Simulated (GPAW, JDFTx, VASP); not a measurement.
One calculation of BP, 3 ways

```
CELL_PARAMETERS angstrom
0.00000 2.26900 2.26900
2.26900 0.00000 2.26900
2.26900 2.26900 0.00000
ATOMIC_POSITIONS crystal
P 0.75000 0.75000 0.75000
B 0.00000 0.00000 0.00000
```

Alike in all runs: task band structure; functional r2SCAN; k mesh 10 × 10 × 10; occupations fermi-dirac, width 0.05 eV; no spin polarisation; no spin-orbit coupling. Pressure is positive in compression and, in plane waves, holds the error of the finite cutoff. Gaps are the smaller of the mesh's and the band path's.

```
                    program and potentials  plane-wave cutoff (eV)                    notes  band gap (eV)  pressure (GPa)
GPAW, GPAW PAW data sets (gpaw-data 1.2.1)                     800  potentials made for PBE           1.42            0.08
          VASP, PBE PAW files B, P, 520 eV                     520  potentials made for PBE           1.45           -0.67
                       JDFTx, SG15-PBE-1.2                    1088  potentials made for PBE           1.41               -
```

The band gap spans 1.41 (JDFTx, SG15-PBE-1.2) to 1.45 eV (VASP, PBE PAW files B, P, 520 eV). The pressure spans -0.67 (VASP, PBE PAW files B, P, 520 eV) to 0.08 GPa (GPAW, GPAW PAW data sets (gpaw-data 1.2.1)). The paths' points differ, which is worth about 0.01 eV.

Differences between rows come from potentials, basis sets and numerical settings, since the functional is the same but for its coding. Runs on potential files found faulty are left out.
